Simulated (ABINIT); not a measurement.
Runs of ABINIT 10.8.3 (patched build) on Br. It takes space group Cmce (No. 64, orthorhombic). The conventional cell has a = 6.726 Å, b = 4.645 Å, c = 8.702 Å, α = 90.00°, β = 90.00°, γ = 90.00°. Around Br (site symmetry m) lie 1 Br at 2.29 Å. 

```tsv
task	level	potentials or basis	k mesh	gap on the mesh (eV)	pressure (GPa)	largest force (eV/Å)
single point	PBE	JTH PAW PBE v2.0	9 × 9 × 4	1.89	1.8	0.89
band structure	BP86	JTH PAW PBE v2.0	7 × 7 × 3	1.87	(a)	1.00
band structure	PBE	JTH PAW PBE v2.0	7 × 7 × 3	1.90	1.8	0.89
single point	LDA	JTH PAW LDA v2.0	6 × 6 × 2	1.73	-1.2	0.71
band structure	RPBE	JTH PAW PBE v2.0	7 × 7 × 3	1.98	3.3	0.86
single point	PBE	JTH PAW PBE v2.0	6 × 6 × 2	1.88	1.8	0.88
band structure	HCTH407	JTH PAW PBE v2.0	7 × 7 × 3	2.01	3.7	0.34
band structure	WC	JTH PAW PBE v2.0	7 × 7 × 3	1.83	(b)	0.80
```

Alike in all rows: no spin polarisation; cell as given; cutoff (eV) 408; smearing fermi-dirac 0.05 eV.

Task: Fill in the values left out.

Result: (a) 1.9; (b) 0.2.

Caveats: the atomic spheres overlap; the PAW data sets were made with another functional, which shifts forces and pressure a little (some runs); an odd mesh through Γ misses points on the zone boundary, where band edges often lie (some runs).

A k mesh can miss the band edges, and the runs leave out spin-orbit coupling on Br.
